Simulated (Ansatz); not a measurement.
# Ti (Fm-3m) in Ansatz: notebook

One crystal, Ti, is run at these levels: PBE0; tasks: single point, equation of state.

Program: Ansatz 0.2.0. These are calculated values, not measurements. Logs are shortened: lines on timing, memory, paths and dates and some standing lists are left out, and cuts for length are marked.

## (1) Starting point

Symmetry: Fm-3m, No. 225, cubic system. Conventional cell: a = 4.060 Å, b = 4.060 Å, c = 4.060 Å, α = 90.00°, β = 90.00°, γ = 90.00°. Ti (site symmetry m-3m) has 12 Ti at 2.87 Å as nearest neighbours.

This isn't the form of Ti at room conditions, which is hcp.

## (2) Single point, PBE0, 15.73 Å³/atom (volume scaled by 0.94)

input.yaml

```yaml
crystal:
  lattice:
    - [0.0, 1.9885598007, 1.9885598007]
    - [1.9885598007, 0.0, 1.9885598007]
    - [1.9885598007, 1.9885598007, 0.0]
  atoms:
    - { symbol: Ti, position: [0.0, 0.0, 0.0] }
hamiltonian:
  xc: pbe0
  pseudopotentials: { kind: paw }
kpoints:
  mp_grid: { grid: [6, 6, 6] }
scf:
  occupations: { method: fermi_dirac, width: 0.05 }
output:
  forces: true
  stress: true
  eigenvalues: true
  write_density: true
  write_potential: true
  elf: true
  volumetric_format: npy
```

Potentials or basis: Ansatz PAW.

The run is started by

```sh
ansatz run input.yaml --threads 2 --pin off --max-ram 5632MiB --backend cpu --events-out ev --progress --plain --runs-dir out
```

The program printed:

```text
Warning: output.stress: scf.convergence.dr2_threshold = 1e-7 eV (the SCF's general default) is looser than the 1e-10 eV advised for a printed stress (1e-10 eV for each atom of the cell: 1). What an SCF threshold leaves in a stress goes as its square root, and in the free energy as the threshold itself, and one threshold admits the most on a small cell: of the crystals measured, under no hybrid functional and no lock of the moments, on runs that ended without the residual-converged pass, on stresses that held no estimate of that error, the worst erred by over 100 MPa in a component at 1e-7 eV an atom and by under 5 at 1e-10. Set scf.convergence.dr2_threshold to 1e-10 eV or tighter. The threshold is an SCF's pass mark: one that does not reach it within its budget of iterations ends unconverged, or closes short of it on a stop that the run arms, and scf.convergence.dr2_threshold's page says what that costs each kind of run
Warning: output.stress: scf.exx.energy_threshold = 1e-6 eV is looser than the 1e-8 eV advised for a stress under a hybrid functional (1e-8 eV for each atom of the cell: 1). Every SCF of the exchange loop can meet its threshold on dr2 while the loop round them stops early: no threshold on dr2 bounds what that leaves in the stress. Set scf.exx.energy_threshold to 1e-8 eV or tighter. The threshold is the loop's pass mark: a loop that does not reach it within its budget of cycles ends unconverged, and scf.exx.energy_threshold's page has the law
Warning: RAYON_NUM_THREADS=2 ignored (pool sized by the plan → 2); use --threads N
Engine: ansatz 0.2.0, x86_64-unknown-linux-gnu
Pseudopotentials: kind: paw
Pseudopotential: Ti, paw, valence charge 12, recommended cutoff 420 eV (normal), Ti.paw.azcp
Functional definition: PBE0
  parameter a = 0.25
  parameter kappa = 0.804
  parameter beta = 0.06672455060314922
  exchange = (1 - a)*pbe_x(kappa = kappa, mu = beta*pi^2/3) + a*exact_x
  correlation = pbe_c(beta = beta)
Crystal: 1 atoms, lattice volume = 15.727 Å³
Basis set: ecut = 420 eV, 331 PW (Γ), exchange–correlation on 40×40×40 points (8 copies of the dense FFT grid, shifted against one another)
Bands: 10, of which v1, the nominal top of the filled ones, is band 6 counted from 1 (5 counted from 0)
Symmetry: 48 space group operations
Space group: Fm-3m (ITA 225), of the structure as read, at distance tolerance 2.5e-5 Å
k-points: 16 of 216
Non-local potential: Ti, projectors of the file, l = 0: 3, l = 1: 2, l = 2: 3, l = 3: 1
PAW form: soft (Blöchl's): semilocal exchange-correlation on the pseudo side does not see the compensation charge
PAW frozen core: Ti, regenerated for the run's functional, and the local potential with it (the file was generated under x = pbe(κ = 0.804, μ = 0.2195149727645171), c = pbe(β = 0.06672455060314922))
PAW one-centre angular grid: Ti, 590 points (default); XC on 64 Gauss nodes
Initial density: superposition of atomic densities (neutral atoms: chi_scale 0, normalization atom), corrected by the library's trained network
Initial wavefunctions: pseudopotential atomic-orbital guess
Functional: x = pbe(κ = 0.804, μ = 0.2195149727645171), c = pbe(β = 0.06672455060314922), warm-up for x = 0.75 pbe(κ = 0.804, μ = 0.2195149727645171) + 0.25 exact, c = pbe(β = 0.06672455060314922)
SCF iter   1: F=—  HF=-2499.546334 eV  |F-HF|=—  |Δ(HF+E_count)|=         —  Δρ=4.78e-3  dr2=1.85e-3  ethr=1.77e-3  ⟨swp⟩=4.7  Hψ=579  notcnv=0
preconditioner: auto → none  [metal: Δε(μ)=0.082 eV  Ē_g=4.548 eV  σ=0.050 eV  W_gap=0.39  n_scr=0 (ndim 8)  ℏωp=18.7 eV  f_vac=0.000  D(μ)=2.50/eV (n_scr^D=50)]
SCF iter   2: F=—  HF=-2499.546443 eV  |F-HF|=—  |Δ(HF+E_count)|=   1.09e-4  Δρ=2.34e-3  dr2=2.59e-4  ethr=1.54e-5  ⟨swp⟩=3.1  Hψ=412  notcnv=0
SCF iter   3: F=—  HF=-2499.546524 eV  |F-HF|=—  |Δ(HF+E_count)|=   8.05e-5  Δρ=8.37e-4  dr2=4.29e-5  ethr=2.16e-6  ⟨swp⟩=3.0  Hψ=292  notcnv=0
iter 4 solved again at ethr=1.94e-9 eV; its pass at ethr=3.57e-7 eV (dr2=2.33e-7 eV) is discarded
SCF iter   4: F=—  HF=-2499.546536 eV  |F-HF|=—  |Δ(HF+E_count)|=   1.19e-5  Δρ=6.45e-5  dr2=1.80e-7  ethr=1.94e-9  ⟨swp⟩=4.0  Hψ=669  notcnv=0
eigensolver tolerance schedule: the retry pair's looser diagonalisation over-reported the residual by 0.29 of it (diagonalisation noise at 0.29 of the residual, at the tolerance the schedule requests for it); recorded, not acted on — ethr = c·dr2/N_el stays at c = 1.0e-1
SCF iter   5: F=—  HF=-2499.546536 eV  |F-HF|=—  |Δ(HF+E_count)|=   1.63e-7  Δρ=9.93e-6  dr2=1.52e-8  ethr=1.50e-9  ⟨swp⟩=3.0  Hψ=335  notcnv=0
SCF iter   6: F=-2499.546536 eV  HF=-2499.546536 eV  |F-HF|=5.18e-11  |Δ(HF+E_count)|=   5.60e-9  Δρ=6.89e-7  dr2=7.12e-11  ethr=1.27e-10  ⟨swp⟩=2.9  Hψ=286  notcnv=0
SCF 1 converged in 6 iterations: F = -2499.546536 eV  dr2 = 7.12e-11
Initial density: handed on by an earlier stage of this run
Initial wavefunctions: those handed on with the density
Functional: x = 0.75 pbe(κ = 0.804, μ = 0.2195149727645171) + 0.25 exact, c = pbe(β = 0.06672455060314922)
Frozen-core exchange: fock
iter 1 solved again at ethr=4.79e-4 eV; its pass at ethr=1.00e-1 eV (dr2=5.75e-2 eV) is discarded
SCF iter   1: F=—  HF=-2499.024329 eV  |F-HF|=—  |Δ(HF+E_count)|=         —  Δρ=2.52e-2  dr2=1.10e-1  ethr=4.79e-4  ⟨swp⟩=4.1  Hψ=799  notcnv=0
eigensolver tolerance schedule calibrated: the retry pair's looser diagonalisation under-reported the residual by θ = 0.41 (0.17/decade); ethr = c·dr2/N_el runs at the constant in force after the calibration composes with the one it found (an armed cap, an earlier calibration), c = 3.3e-2
preconditioner: auto → none  [insulator: Δε(μ)=0.371 eV  Ē_g=6.535 eV  σ=0.050 eV  W_gap=0.56  n_scr=0 (ndim 8)  ℏωp=18.7 eV  f_vac=0.000  D(μ)=0.63/eV (n_scr^D=0)]
SCF iter   2: F=—  HF=-2498.982561 eV  |F-HF|=—  |Δ(HF+E_count)|=   4.18e-2  Δρ=4.45e-3  dr2=8.83e-3  ethr=2.64e-4  ⟨swp⟩=3.9  Hψ=523  notcnv=0
[... 4 lines left out ...]
SCF 2 converged in 6 iterations: F = -2498.982084 eV  dr2 = 1.52e-9
hybrid outer 1: dexx = +3.306e-2 eV, tail = 1.85e-2 eV
Frozen-core exchange: fock
[... 1 line left out ...]
preconditioner: auto → none  [insulator: Δε(μ)=0.590 eV  Ē_g=6.413 eV  σ=0.050 eV  W_gap=0.59  n_scr=0 (ndim 8)  ℏωp=18.7 eV  f_vac=0.000  D(μ)=0.66/eV (n_scr^D=8)]
[... 5 lines left out ...]
SCF 3 converged in 6 iterations: F = -2499.021575 eV  dr2 = 2.51e-9
  Residual-converged pass: ⟨swp⟩=2.8  Hψ=276  notcnv=0  max |occ|·‖R‖ = 2.2e-6 eV (tolerance 2.4e-6 eV)  dr2=2.40e-9  dr2_onsite=1.35e-9  max |Δocc| = 7.2e-11
hybrid outer 2: dexx = +2.414e-3 eV, tail = 2.92e-3 eV, Δε = 2.40e-1 eV (about 1.34e-1 eV left of the loop's levels)
Frozen-core exchange: fock
[... 1 line left out ...]
preconditioner: auto → none  [insulator: Δε(μ)=0.647 eV  Ē_g=6.397 eV  σ=0.050 eV  W_gap=0.76  n_scr=0 (ndim 8)  ℏωp=18.7 eV  f_vac=0.000  D(μ)=0.78/eV (n_scr^D=8)]
[... 3 lines left out ...]
SCF 4 converged in 4 iterations: F = -2499.025305 eV  dr2 = 1.33e-9
  Residual-converged pass: ⟨swp⟩=3.1  Hψ=322  notcnv=0  max |occ|·‖R‖ = 2.4e-6 eV (tolerance 2.4e-6 eV)  dr2=1.34e-9  dr2_onsite=9.55e-9  max |Δocc| = 1.1e-10
hybrid outer 3: dexx = +1.248e-3 eV, tail = 3.73e-3 eV, Δε = 8.34e-2 eV (about 1.40e-1 eV left of the loop's levels), ΔF = 3.49e-32 eV/Å (tail 4.48e-31)
Frozen-core exchange: fock
[... 1 line left out ...]
preconditioner: auto → none  [insulator: Δε(μ)=0.658 eV  Ē_g=6.394 eV  σ=0.050 eV  W_gap=0.81  n_scr=0 (ndim 8)  ℏωp=18.7 eV  f_vac=0.000  D(μ)=0.76/eV (n_scr^D=8)]
[... 1 line left out ...]
SCF 5 stopped early in 2 iterations: F = -2499.029595 eV  dr2 = 1.13e-5
hybrid outer 4: dexx = +1.838e-3 eV, tail = inf eV, Δε = 2.34e-1 eV (about 1.94e-1 eV left of the loop's levels)
Frozen-core exchange: fock
[... 1 line left out ...]
preconditioner: auto → none  [insulator: Δε(μ)=0.615 eV  Ē_g=6.391 eV  σ=0.050 eV  W_gap=0.79  n_scr=0 (ndim 8)  ℏωp=18.7 eV  f_vac=0.000  D(μ)=0.74/eV (n_scr^D=8)]
SCF iter   2: F=—  HF=-2499.029629 eV  |F-HF|=—  |Δ(HF+E_count)|=   9.96e-8  Δρ=3.37e-5  dr2=2.41e-6  ethr=2.98e-9  ⟨swp⟩=3.6  Hψ=304  notcnv=0
SCF iter   3: F=—  HF=-2499.029668 eV  |F-HF|=—  |Δ(HF+E_count)|=   3.93e-5  Δρ=4.46e-5  dr2=3.86e-7  ethr=8.49e-10  ⟨swp⟩=3.4  Hψ=353  notcnv=0
SCF iter   4: F=—  HF=-2499.029668 eV  |F-HF|=—  |Δ(HF+E_count)|=   6.96e-8  Δρ=1.00e-5  dr2=1.72e-7  ethr=8.49e-10  ⟨swp⟩=3.7  Hψ=294  notcnv=0
SCF iter   5: F=—  HF=-2499.029668 eV  |F-HF|=—  |Δ(HF+E_count)|=   4.42e-9  Δρ=5.84e-6  dr2=1.62e-7  ethr=1.39e-10  ⟨swp⟩=2.1  Hψ=271  notcnv=0
SCF iter   6: F=—  HF=-2499.029668 eV  |F-HF|=—  |Δ(HF+E_count)|=   5.46e-7  Δρ=1.25e-5  dr2=4.12e-8  ethr=4.61e-11  ⟨swp⟩=3.7  Hψ=404  notcnv=0
SCF iter   7: F=—  HF=-2499.029668 eV  |F-HF|=—  |Δ(HF+E_count)|=   5.92e-9  Δρ=7.85e-7  dr2=2.33e-8  ethr=4.61e-11  ⟨swp⟩=3.8  Hψ=298  notcnv=0
Mixer restart at iter 7: flushing history
SCF iter   8: F=-2499.029668 eV  HF=-2499.029668 eV  |F-HF|=1.36e-9  |Δ(HF+E_count)|=   7.36e-8  Δρ=4.81e-6  dr2=6.28e-9  ethr=1.00e-12  ⟨swp⟩=4.2  Hψ=400  notcnv=0
SCF 6 converged in 8 iterations: F = -2499.029668 eV  dr2 = 6.28e-9
  Residual-converged pass: ⟨swp⟩=1.9  Hψ=200  notcnv=0  max |occ|·‖R‖ = 2.4e-6 eV (tolerance 2.4e-6 eV)  dr2=6.28e-9  dr2_onsite=2.78e-10  max |Δocc| = 1.3e-14
hybrid outer 5: dexx = +2.391e-6 eV, tail = inf eV, Δε = 2.28e-2 eV (about 1.21e-3 eV left of the loop's levels)
Frozen-core exchange: fock
SCF iter   1: F=—  HF=-2499.029668 eV  |F-HF|=—  |Δ(HF+E_count)|=         —  Δρ=6.58e-6  dr2=4.95e-9  ethr=1.11e-9  ⟨swp⟩=2.4  Hψ=328  notcnv=0
preconditioner: auto → none  [insulator: Δε(μ)=0.614 eV  Ē_g=6.392 eV  σ=0.050 eV  W_gap=0.79  n_scr=0 (ndim 8)  ℏωp=18.7 eV  f_vac=0.000  D(μ)=0.74/eV (n_scr^D=8)]
SCF iter   2: F=-2499.029668 eV  HF=-2499.029668 eV  |F-HF|=3.90e-10  |Δ(HF+E_count)|=  7.42e-10  Δρ=3.54e-6  dr2=9.85e-10  ethr=3.50e-11  ⟨swp⟩=2.8  Hψ=270  notcnv=0
SCF 7 converged in 2 iterations: F = -2499.029668 eV  dr2 = 9.85e-10
  Residual-converged pass: ⟨swp⟩=2.6  Hψ=274  notcnv=0  max |occ|·‖R‖ = 2.3e-6 eV (tolerance 2.4e-6 eV)  dr2=9.75e-10  dr2_onsite=1.89e-10  max |Δocc| = 1.2e-14
hybrid outer 6: dexx = +3.114e-9 eV, tail = 2.35e-9 eV, Δε = 9.18e-5 eV (about 6.32e-5 eV left of the loop's levels), ΔF = 1.71e-30 eV/Å (tail 6.69e-31)
hybrid SCF converged: 6 outer / 28 inner (+6 warm-up), last move |dexx| = 3.11e-9 eV, tail = 2.35e-9 eV
Stability not checked: this state was not tested for a lower state beside it, because the functional holds exact exchange (a hybrid, or Hartree-Fock), whose exchange loop this test does not read (fock_operator; see scf.lower_state_search)
Free energy (F): -2499.029668 eV
Frozen-core exchange: fock
Harris-Foulkes:  -2499.029668 eV  (|F-HF|=3.90e-10)
Internal energy: -2499.023860 eV  (E = F + TS)
E sigma→0 (E₀):  -2499.026764 eV
Entropy (-TS):   -0.005809 eV (-5.809 meV/atom)
Fermi energy:    14.749708 eV
--- Per-component energies (eV) ---
  E_band       = -171.974241
  E_kinetic    = 274.711212
  E_local      = -748.204761  (includes V_loc(G=0)·N_el)
  E_nonlocal   = 5.211219
  E_hartree    = 309.562132
  E_xc         = -76.369055
  E_vxc        = -95.484165  (∫ρ·V_xc dr)
  E_exx        = -44.233298  (= α·E_x^exact, valence–valence)
  E_paw        = -1024.330252  (= ΣΔE_a)
  E_vpaw       = -138.865822  (= ΣTr[D̂ρ^β])
  E_aug_tail   = 0.000137  (compensation charges beyond the density's cutoff)
  E_ewald      = -1195.203676
  E_core_change = -0.167520  (= ΣΔE_core)
  E_smearing   = -0.005809  (= −TS)
  E_closure    = 0.000001  (closes the sum)
  Σ components = -2499.029668   (vs F -2499.029668, Δ=0.00e0)
--- Forces (eV/Å), atoms counted from 1 ---
  atom   1  Ti     0.00000000    -0.00000000    -0.00000000
  max |Σ_I F_I| component: 1.64e-30 eV/Å
--- Stress (GPa, compression-positive) ---
       13.633829      -0.000000      -0.000000
       -0.000000      13.633829      -0.000000
        0.000000      -0.000000      13.633829
  P = ⅓ Tr σ = 13.6338 GPa (136.338 kbar)
--- Band table (eV; the first three rows and the last of 16) ---
  k-point 0: bands = ["-46.9187", "-20.9719", "-20.9719", "-20.9719", "6.9477", "16.7841", "16.7841", "16.7841", "19.1617", "19.1617"]
  k-point 1: bands = ["-46.8702", "-21.2314", "-21.0022", "-21.0022", "8.0058", "15.8411", "17.0622", "17.0622", "18.9692", "18.9692"]
  k-point 2: bands = ["-46.7721", "-21.7315", "-21.0585", "-21.0585", "10.2714", "14.3983", "17.0029", "17.0029", "19.5396", "19.5396"]
  k-point 15: bands = ["-46.6593", "-21.7473", "-21.4506", "-21.3143", "12.0394", "12.8629", "15.9770", "19.0447", "20.5491", "23.6491"]
```

Wall time 4.6 s (2 threads of Intel Xeon 6975P-C (Granite Rapids), shared host); peak memory 0.6 GiB.

What came out:

* Free energy: -2499.0297 eV
* Pressure: 13.6 GPa
* Band gap on the k mesh: none (metal or under the smearing width)

Caveat: the k mesh is coarse (spacing up to 0.46 Å⁻¹), so the values aren't converged, least of all with exact exchange; the PAW data sets come from PBE, with cores solved anew for the run's functional, which leaves a small shift of forces and pressure; the thresholds are loose for stress.

## (3) Single point, PBE0, 16.06 Å³/atom (volume scaled by 0.96)

input.yaml

```yaml
crystal:
  lattice:
    - [0.0, 2.0025642044, 2.0025642044]
    - [2.0025642044, 0.0, 2.0025642044]
    - [2.0025642044, 2.0025642044, 0.0]
  atoms:
    - { symbol: Ti, position: [0.0, 0.0, 0.0] }
hamiltonian:
  xc: pbe0
  pseudopotentials: { kind: paw }
kpoints:
  mp_grid: { grid: [6, 6, 6] }
scf:
  occupations: { method: fermi_dirac, width: 0.05 }
output:
  forces: true
  stress: true
  eigenvalues: true
```

Potentials or basis: Ansatz PAW.

The run is started by

```sh
ansatz run input.yaml --threads 2 --pin off --max-ram 5632MiB --backend cpu --events-out ev --progress --plain --runs-dir out
```

Wall time 4.7 s (2 threads of Intel Xeon 6975P-C (Granite Rapids), shared host); peak memory 0.6 GiB.

Results (log left out):

```
Free energy            : -2499.0544 eV
Pressure               : 10.1 GPa
Band gap on the k mesh : none (metal or under the smearing width)
```

Caveat: the k mesh is coarse (spacing up to 0.45 Å⁻¹), so the values aren't converged, least of all with exact exchange; the PAW data sets come from PBE, with cores solved anew for the run's functional, which leaves a small shift of forces and pressure; the thresholds are loose for stress.

## (4) Single point, PBE0, 16.40 Å³/atom (volume scaled by 0.98)

input.yaml

```yaml
crystal:
  lattice:
    - [0.0, 2.0163754284, 2.0163754284]
    - [2.0163754284, 0.0, 2.0163754284]
    - [2.0163754284, 2.0163754284, 0.0]
  atoms:
    - { symbol: Ti, position: [0.0, 0.0, 0.0] }
hamiltonian:
  xc: pbe0
  pseudopotentials: { kind: paw }
kpoints:
  mp_grid: { grid: [6, 6, 6] }
scf:
  occupations: { method: fermi_dirac, width: 0.05 }
output:
  forces: true
  stress: true
  eigenvalues: true
  write_density: true
  write_potential: true
  elf: true
  volumetric_format: npy
```

The run is started by

```sh
ansatz run input.yaml --threads 2 --pin off --max-ram 5632MiB --backend cpu --events-out ev --progress --plain --runs-dir out
```

Run time: 4.3 s. Hardware: 2 threads of Intel Xeon 6975P-C (Granite Rapids), shared host; peak memory 0.6 GiB.

It converged, with:

- Free energy: -2499.0720 eV
- Pressure: 6.8 GPa
- Band gap on the k mesh: none (metal or under the smearing width)

Caveat: the k mesh is coarse (spacing up to 0.45 Å⁻¹), so the values aren't converged, least of all with exact exchange; the PAW data sets come from PBE, with cores solved anew for the run's functional, which leaves a small shift of forces and pressure; the thresholds are loose for stress.

## (5) Single point, PBE0, 16.73 Å³/atom

input.yaml: that of step 4 with these lines changed.

```diff
@@ -2,5 +2,5 @@
   lattice:
-    - [0.0, 2.0163754284, 2.0163754284]
-    - [2.0163754284, 0.0, 2.0163754284]
-    - [2.0163754284, 2.0163754284, 0.0]
+    - [0.0, 2.03, 2.03]
+    - [2.03, 0.0, 2.03]
+    - [2.03, 2.03, 0.0]
   atoms:
```

The run is started by

```sh
ansatz run input.yaml --threads 2 --pin off --max-ram 5632MiB --backend cpu --events-out ev --progress --plain --runs-dir out
```

Run time: 4.3 s. Hardware: 2 threads of Intel Xeon 6975P-C (Granite Rapids), shared host; peak memory 0.6 GiB.

Results (log left out):

| Quantity | Value |
| --- | --- |
| Free energy | -2499.0831 eV |
| Pressure | 3.9 GPa |
| Band gap on the k mesh | none (metal or under the smearing width) |

Caveat: the k mesh is coarse (spacing up to 0.45 Å⁻¹), so the values aren't converged, least of all with exact exchange; the PAW data sets come from PBE, with cores solved anew for the run's functional, which leaves a small shift of forces and pressure; the thresholds are loose for stress.

## (6) Single point, PBE0, 17.07 Å³/atom (volume scaled by 1.02)

input.yaml

```yaml
crystal:
  lattice:
    - [0.0, 2.0434441004, 2.0434441004]
    - [2.0434441004, 0.0, 2.0434441004]
    - [2.0434441004, 2.0434441004, 0.0]
  atoms:
    - { symbol: Ti, position: [0.0, 0.0, 0.0] }
hamiltonian:
  xc: pbe0
  pseudopotentials: { kind: paw }
kpoints:
  mp_grid: { grid: [6, 6, 6] }
scf:
  occupations: { method: fermi_dirac, width: 0.05 }
output:
  forces: true
  stress: true
  eigenvalues: true
```

Potentials or basis: Ansatz PAW.

The run is started by

```sh
ansatz run input.yaml --threads 2 --pin off --max-ram 5632MiB --backend cpu --events-out ev --progress --plain --runs-dir out
```

Wall time 4 s (2 threads of Intel Xeon 6975P-C (Granite Rapids), shared host); peak memory 0.63 GiB.

It converged, with:

* Free energy: -2499.0883 eV
* Pressure: 1.1 GPa
* Band gap on the k mesh: none (metal or under the smearing width)

Caveat: the k mesh is coarse (spacing up to 0.44 Å⁻¹), so the values aren't converged, least of all with exact exchange; the PAW data sets come from PBE, with cores solved anew for the run's functional, which leaves a small shift of forces and pressure; the thresholds are loose for stress.

## (7) Single point, PBE0, 17.40 Å³/atom (volume scaled by 1.04)

input.yaml: that of step 6 with these lines changed.

```diff
@@ -2,5 +2,5 @@
   lattice:
-    - [0.0, 2.0434441004, 2.0434441004]
-    - [2.0434441004, 0.0, 2.0434441004]
-    - [2.0434441004, 2.0434441004, 0.0]
+    - [0.0, 2.0567135898, 2.0567135898]
+    - [2.0567135898, 0.0, 2.0567135898]
+    - [2.0567135898, 2.0567135898, 0.0]
   atoms:
```

The run is started by

```sh
ansatz run input.yaml --threads 2 --pin off --max-ram 5632MiB --backend cpu --events-out ev --progress --plain --runs-dir out
```

Run time: 4.2 s. Hardware: 2 threads of Intel Xeon 6975P-C (Granite Rapids), shared host; peak memory 0.62 GiB.

It converged, with:

* Free energy: -2499.0881 eV
* Pressure: -1.3 GPa
* Band gap on the k mesh: none (metal or under the smearing width)

Caveat: the k mesh is coarse (spacing up to 0.44 Å⁻¹), so the values aren't converged, least of all with exact exchange; the PAW data sets come from PBE, with cores solved anew for the run's functional, which leaves a small shift of forces and pressure; the thresholds are loose for stress.

## (8) Single point, PBE0, 17.73 Å³/atom (volume scaled by 1.06)

input.yaml: that of step 7 with these lines changed.

```diff
@@ -2,5 +2,5 @@
   lattice:
-    - [0.0, 2.0567135898, 2.0567135898]
-    - [2.0567135898, 0.0, 2.0567135898]
-    - [2.0567135898, 2.0567135898, 0.0]
+    - [0.0, 2.0698140295, 2.0698140295]
+    - [2.0698140295, 0.0, 2.0698140295]
+    - [2.0698140295, 2.0698140295, 0.0]
   atoms:
```

The run is started by

```sh
ansatz run input.yaml --threads 2 --pin off --max-ram 5632MiB --backend cpu --events-out ev --progress --plain --runs-dir out
```

It took 4.2 s on 2 threads of Intel Xeon 6975P-C (Granite Rapids), shared host; peak memory 0.65 GiB.

The run converged. Its results:

```yaml
Free_energy: -2499.0829 eV
Pressure: -3.6 GPa
Band_gap_on_the_k_mesh: none (metal or under the smearing width)
```

Caveat: the k mesh is coarse (spacing up to 0.44 Å⁻¹), so the values aren't converged, least of all with exact exchange; the PAW data sets come from PBE, with cores solved anew for the run's functional, which leaves a small shift of forces and pressure; the thresholds are loose for stress.

## (9) Equation of state, PBE0

Potentials or basis: Ansatz PAW.

This step only gathers the single runs of the series.

Results:

| Quantity | Value |
| --- | --- |
| Equilibrium volume | 17.22 Å³/atom |
| Bulk modulus | 128 GPa |
| Pressure derivative of the bulk modulus | 3.6 |

Energy against volume, from the lowest point:
```tsv
volume (Å³/atom)	energy (meV/atom)
15.727	58.64
16.062	33.92
16.396	16.31
16.731	5.18
17.065	0.00
17.400	0.21
17.735	5.42
```

Caveat: the k mesh is coarse (spacing up to 0.45 Å⁻¹), so the values aren't converged, least of all with exact exchange; the PAW data sets were made with another functional, which shifts forces and pressure a little. Zero-point motion and thermal expansion aren't in these numbers.
